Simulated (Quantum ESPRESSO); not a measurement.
AgBr:

```
CELL_PARAMETERS angstrom
0.00000 2.87015 2.87015
2.87015 0.00000 2.87015
2.87015 2.87015 0.00000
ATOMIC_POSITIONS crystal
Ag 0.00000 0.00000 0.00000
Br 0.50000 0.50000 0.50000
```

Base run:

- Program: Quantum ESPRESSO 7.5
- Functional: AM05
- Potentials or basis: GBRV 1.5 PBE
- Cutoff: 762 eV
- Density cutoff: 6095 eV
- k mesh: 6 × 6 × 6, shifted
- Occupations: fermi-dirac, width 0.05 eV
- Spin: no spin polarisation

Its results: pressure -0.9 GPa; electronic dielectric tensor (diagonal) 6.30.

Q: After a change of settings the same cell gave: pressure 6.1 GPa; electronic dielectric tensor (diagonal) 5.94. Which change was it?
A. functional from AM05 to WC
B. functional from AM05 to LDA; potentials or basis from GBRV 1.5 PBE to GBRV 1.5 LDA
C. functional from AM05 to PBEsol; potentials or basis from GBRV 1.5 PBE to GBRV 1.5 PBEsol
D. functional from AM05 to BLYP

A: D.

BLYP binds less tightly than AM05, so the same cell stands under more pressure.

Caveats: the potentials were made for another functional, which shifts forces and pressure; the cell is more than 3 GPa from zero pressure, which shifts response properties (some runs).

Runs at the PBE level aren't shown here.
